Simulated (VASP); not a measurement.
# HfB2: C into a neighbouring B vacancy

Aim: the barrier for one hop in HfB2: C into a neighbouring B vacancy. The start is a cell from a database of measured crystal structures.

Program: VASP 6.6.1. Level of theory: PBE; plane waves and PAW (Hf, B), in the first sound run; inputs show where later runs differ. Results are calculated unless marked as measured.

## Step 1: The host crystal

The structure is hexagonal, space group P6/mmm (No. 191). Conventional cell: a = 3.140 Å, b = 3.140 Å, c = 3.480 Å, α = 90.00°, β = 90.00°, γ = 120.00°. Nearest to Hf lie 12 B at 2.51 Å. Nearest to B lie 3 B at 1.81 Å and 6 Hf at 2.51 Å. Farther neighbours are not listed.

Structure file:

```xyz
3
Lattice="3.1400 0.0000 0.0000 -1.5700 2.7193 0.0000 0.0000 0.0000 3.4800" Properties=species:S:1:pos:R:3 pbc="T T T"
Hf    0.0000    0.0000    0.0000
B     1.5700    0.9064    1.7400
B     0.0000    1.8129    1.7400
```

## Step 2: Relax the host

First cell and atoms are relaxed at a raised cutoff, so that later runs start from this functional's own cell.

INCAR

```
SYSTEM = HfB2
PREC = Accurate
ENCUT = 420
EDIFF = 1E-06
NELM = 120
ISMEAR = 0
SIGMA = 0.1
LREAL = .FALSE.
ALGO = Normal
GGA = PE
NBANDS = 11
LASPH = .TRUE.
LORBIT = 11
LWAVE = .FALSE.
LCHARG = .FALSE.
KPAR = 3
IBRION = 2
NSW = 40
ISIF = 3
EDIFFG = -0.02
POTIM = 0.4
```

POSCAR

```
HfB2
1.0
    3.1400000000      0.0000000000      0.0000000000
   -1.5700000000      2.7193197679      0.0000000000
    0.0000000000      0.0000000000      3.4800000000
Hf B
1 2
Direct
    0.0000000000      0.0000000000      0.0000000000
    0.6666666667      0.3333333333      0.5000000000
    0.3333333333      0.6666666667      0.5000000000
```

KPOINTS

```
Automatic mesh
0
Gamma
7 7 6
0 0 0
```

Potentials, in the order of the species: Hf and B (PBE family, release 64).

Run with:

```
> mpirun -np 3 vasp_std
```

The log of the run:

```text
[banner, memory and clock lines left out]
running    3 mpi-ranks, on    1 nodes
 distrk:  each k-point on    1 cores,    3 groups
 distr:  one band on    1 cores,    1 groups

 POSCAR found type information on POSCAR HfB
 POSCAR found :  2 types and       3 ions
 LDA part: xc-table for (Slater+PW92), standard interpolation
 POSCAR, INCAR and KPOINTS ok, starting setup
 FFT: planning ... GRIDC
 FFT: planning ... GRID_SOFT
 FFT: planning ... GRID
 WAVECAR not read
 entering main loop
       N       E                     dE             d eps       ncg     rms          rms(c)
DAV:   1     0.107416156830E+01    0.10742E+01   -0.39222E+03   704   0.660E+02
DAV:   2    -0.280082286637E+02   -0.29082E+02   -0.28089E+02   946   0.117E+02
DAV:   3    -0.288711407932E+02   -0.86291E+00   -0.85682E+00   976   0.184E+01
DAV:   4    -0.288753977353E+02   -0.42569E-02   -0.42543E-02   973   0.120E+00
DAV:   5    -0.288754053105E+02   -0.75752E-05   -0.75730E-05   911   0.478E-02    0.200E+01
DAV:   6    -0.266897045336E+02    0.21857E+01   -0.46570E+00   872   0.109E+01    0.102E+01
DAV:   7    -0.264959223415E+02    0.19378E+00   -0.89365E-01   940   0.518E+00    0.255E+00
DAV:   8    -0.264704990920E+02    0.25423E-01   -0.95258E-02   857   0.170E+00    0.611E-01
DAV:   9    -0.264678636083E+02    0.26355E-02   -0.14626E-02   848   0.637E-01    0.260E-01
DAV:  10    -0.264676289013E+02    0.23471E-03   -0.21000E-03   833   0.248E-01    0.625E-02
DAV:  11    -0.264675897442E+02    0.39157E-04   -0.11782E-04   890   0.696E-02    0.211E-02
DAV:  12    -0.264675876963E+02    0.20478E-05   -0.11969E-05   972   0.201E-02    0.533E-03
DAV:  13    -0.264675876555E+02    0.40810E-07   -0.30547E-07   421   0.369E-03
   1 F= -.26467588E+02 E0= -.26466778E+02  d E =-.264676E+02
 curvature:   0.00 expect dE= 0.000E+00 dE for cont linesearch  0.000E+00
 trial: gam= 0.00000 g(F)=  0.935E-50 g(S)=  0.181E-02 ort = 0.000E+00 (trialstep = 0.100E+01)
 search vector abs. value=  0.181E-02
 bond charge predicted
       N       E                     dE             d eps       ncg     rms          rms(c)
DAV:   1    -0.264679113743E+02   -0.32368E-03   -0.15690E-02   704   0.117E+00    0.356E-01
DAV:   2    -0.264677540982E+02    0.15728E-03   -0.30135E-04   967   0.102E-01    0.210E-01
DAV:   3    -0.264676999797E+02    0.54119E-04   -0.46159E-05   779   0.407E-02    0.372E-02
DAV:   4    -0.264676948257E+02    0.51540E-05   -0.55218E-06   899   0.129E-02    0.231E-03
DAV:   5    -0.264676949270E+02   -0.10136E-06   -0.12225E-07   370   0.274E-03
   2 F= -.26467695E+02 E0= -.26466862E+02  d E =-.107271E-03
 trial-energy change:   -0.000107  1 .order   -0.000136   -0.001814    0.001543
 step:   0.5278(harm=  0.5404)  dis= 0.00000  next Energy=   -26.468062 (dE=-0.475E-03)
 bond charge predicted
       N       E                     dE             d eps       ncg     rms          rms(c)
DAV:   1    -0.264680931851E+02   -0.39836E-03   -0.35175E-03   710   0.553E-01    0.167E-01
DAV:   2    -0.264680653555E+02    0.27830E-04   -0.67918E-05   947   0.483E-02    0.987E-02
DAV:   3    -0.264680615877E+02    0.37678E-05   -0.10257E-05   794   0.192E-02    0.177E-02
DAV:   4    -0.264680621225E+02   -0.53479E-06   -0.11753E-06   538   0.607E-03
   3 F= -.26468062E+02 E0= -.26467241E+02  d E =-.474467E-03
 curvature:  -0.27 expect dE=-0.626E-05 dE for cont linesearch -0.176E-06
 trial: gam=-0.00617 g(F)=  0.598E-50 g(S)=  0.232E-04 ort = 0.344E-04 (trialstep = 0.906E+00)
 search vector abs. value=  0.228E-04
 reached required accuracy - stopping structural energy minimisation
```

Elapsed: 12 s, on 3 MPI ranks of AMD EPYC 7R43, shared host; peak memory 0.33 GiB; 29 s of CPU time.

The logs omit lines about the potential files and the build; timing stands in the text.

Parts of OUTCAR (step 2):

```text
ion  position               nearest neighbor table
   1  0.000  0.000  0.000-   2 2.51   3 2.51   2 2.51   3 2.51   2 2.51   2 2.51   3 2.51   3 2.51
                             2 2.51   2 2.51   3 2.51   3 2.51
   2  0.667  0.333  0.500-   3 1.81   3 1.81   3 1.81   1 2.51   1 2.51   1 2.51   1 2.51   1 2.51
                             1 2.51
   3  0.333  0.667  0.500-   2 1.81   2 1.81   2 1.81   1 2.51   1 2.51   1 2.51   1 2.51   1 2.51
                             1 2.51

  LATTYP: Found a hexagonal cell.
 ALAT       =     3.1400000000
 C/A-ratio  =     1.1082802548

 Subroutine GETGRP returns: Found 24 space group operations
 (whereof 24 operations were pure point group operations)

The static configuration has the point symmetry D_6h.

 Found     32 irreducible k-points:

   k-points           NKPTS =     32   k-points in BZ     NKDIM =     32   number of bands    NBANDS=     11

   dimension x,y,z NGX =    24 NGY =   24 NGZ =   24
   dimension x,y,z NGXF=    48 NGYF=   48 NGZF=   48

   ENCUT  =  420.0 eV  30.87 Ry    5.56 a.u.   5.25  5.25  5.82*2*pi/ulx,y,z

   NELECT =      10.0000    total number of electrons

 k-points in reciprocal lattice and weights: Automatic mesh
   0.00000000  0.00000000  0.00000000       0.003
   0.14285714  0.00000000  0.00000000       0.020
   0.28571429  0.00000000  0.00000000       0.020
   0.42857143  0.00000000  0.00000000       0.020
   0.14285714  0.14285714  0.00000000       0.020
   0.28571429  0.14285714  0.00000000       0.041
   0.42857143  0.14285714  0.00000000       0.020
   0.28571429  0.28571429  0.00000000       0.020
   0.00000000  0.00000000  0.16666667       0.007
[...]
0.42857143  0.14285714  0.50000000       0.020
   0.28571429  0.28571429  0.50000000       0.020

 average (electrostatic) potential at core
       1 -32.9802       2 -24.8512       3 -24.8512

 E-fermi :   7.7078

 k-point     1 :       0.0000    0.0000    0.0000
  band No.  band energies     occupation
      1      -5.8179      2.00000
      2       4.9169      2.00000
      3       5.0253      2.00000
      4       5.0253      2.00000
      5       5.0971      2.00000
      6      11.9208      0.00000
      7      11.9208      0.00000
      8      12.5470      0.00000
      9      12.5470      0.00000
     10      12.8731      0.00000
    ...

 k-point     2 :       0.1429    0.0000    0.0000
  band No.  band energies     occupation
      1      -5.4044      2.00000
      2       3.9028      2.00000
      3       4.7638      2.00000
      4       4.9800      2.00000
      5       5.3142      2.00000
      6      10.6074      0.00000
      7      11.6038      0.00000
      8      11.6351      0.00000
      9      12.2639      0.00000
     10      13.7551      0.00000
    ...

 k-point     3 :       0.2857    0.0000    0.0000
  band No.  band energies     occupation
      1      -4.2539      2.00000
      2       1.7677      2.00000
      3       4.1893      2.00000
      4       4.7542      2.00000
      5       5.6295      2.00000
      6      10.1627      0.00000
      7      11.0738      0.00000
      8      11.2542      0.00000
      9      12.0800      0.00000
     10      13.9172      0.00000
    ...

  Total       -0.0162173     -0.0162173      0.0357307      0.0000000      0.0000000      0.0000000
  in kB       -0.8706002     -0.8706002      1.9181448      0.0000000      0.0000000      0.0000000
  external PRESSURE =       0.0589814 kB  Pullay stress =       0.0000000 kB

  energy-cutoff  :      420.00
  volume of cell :       29.84
      direct lattice vectors                 reciprocal lattice vectors
     3.144184313 -0.000000000 -0.000000000     0.318047513  0.183624817  0.000000000
    -1.572092157  2.722943490  0.000000000     0.000000000  0.367249634  0.000000000
    -0.000000000 -0.000000000  3.485976770     0.000000000  0.000000000  0.286863644

 POSITION                                       TOTAL-FORCE (eV/Angst)
 -----------------------------------------------------------------------------------
     -0.00000      0.00000      0.00000         0.000000      0.000000     -0.000000
      1.57209      0.90765      1.74299         0.000000      0.000000      0.000000
     -0.00000      1.81530      1.74299        -0.000000     -0.000000     -0.000000
 -----------------------------------------------------------------------------------
    total drift:                                0.000000     -0.000000      0.000000

  FREE ENERGIE OF THE ION-ELECTRON SYSTEM (eV)
  ---------------------------------------------------
  free  energy   TOTEN  =       -26.4680621225 eV

  energy  without entropy=      -26.4664191292  energy(sigma->0) =      -26.46724063

 reached required accuracy - stopping structural energy minimisation

 total charge
# of ion       s       p       d       tot
------------------------------------------
    1        0.475   0.714   2.494   3.683
    2        0.664   1.271   0.000   1.935
    3        0.664   1.271   0.000   1.935
--------------------------------------------------
tot          1.803   3.255   2.494   7.552

[... 3 further parts left out ...]
```

CONTCAR:

```
HfB2
   1.00000000000000
     3.1441843133837888   -0.0000000000000000   -0.0000000000000000
    -1.5720921566918944    2.7229434895878240    0.0000000000000000
    -0.0000000000000000   -0.0000000000000000    3.4859767700836537
  Hf              B
     1     2
Direct
     0.0000000000000000    0.0000000000000000    0.0000000000000000
     0.6666666667000030    0.3333333332999970    0.5000000000000000
     0.3333333332999970    0.6666666667000030    0.5000000000000000
```

The k-mesh is coarse for a metal. The data set Hf keeps the semicore shell frozen, which is cheaper and a little less accurate. The run keeps the 24 symmetry operations of its start, so it cannot find a distortion of lower symmetry.

The steps of the relaxation:

```
step  energy less that of the first step (eV)  largest force (eV/Å)  pressure (GPa)  volume (Å³)
   1                                   0.0000                0.0000            1.16        29.71
   2                                  -0.0001                0.0000           -1.01        29.96
   3                                  -0.0005                0.0000            0.01        29.84
```

```
conventional cell, symmetrised  before  after  change
                         a (Å)   3.140  3.144  +0.1 %
                         b (Å)   3.140  3.144  +0.1 %
                         c (Å)   3.480  3.486  +0.2 %
              volume (Å³/atom)    9.90   9.95  +0.4 %
```

Final coordinates:

```xyz
3
Lattice="3.1442 0.0000 0.0000 -1.5721 2.7229 0.0000 0.0000 0.0000 3.4860" Properties=species:S:1:pos:R:3 pbc="T T T"
Hf    0.0000    0.0000    0.0000
B     1.5721    0.9076    1.7430
B     0.0000    1.8153    1.7430
```

This step gave:

* electronic cycles: 22
* electrons: 10
* free energy (TOTEN): -26.47 eV
* energy at zero smearing: -26.47 eV
* Fermi energy: 7.708 eV
* labelled metallic, from the levels on this mesh: yes

The run ended after 3 ionic steps, 0.000 eV below its first step, once forces and stress met EDIFFG = -0.02.

(Part 1 of 4 ends here.)

[Lines on the potential files, build, host, timing and source positions are cut from VASP's logs without a mark.]

[Logs are printed without paths, hosts, clocks, repeated set-up lines and the standing remarks that a program may print on its own settings, such as how far it seeks lower states.]

[Hosts, paths, dates, database ids (printed as entryN), source tags and the programs' standing remarks are cut or masked in the printed files.]

[Runs that stopped without an error message from VASP are left out.]
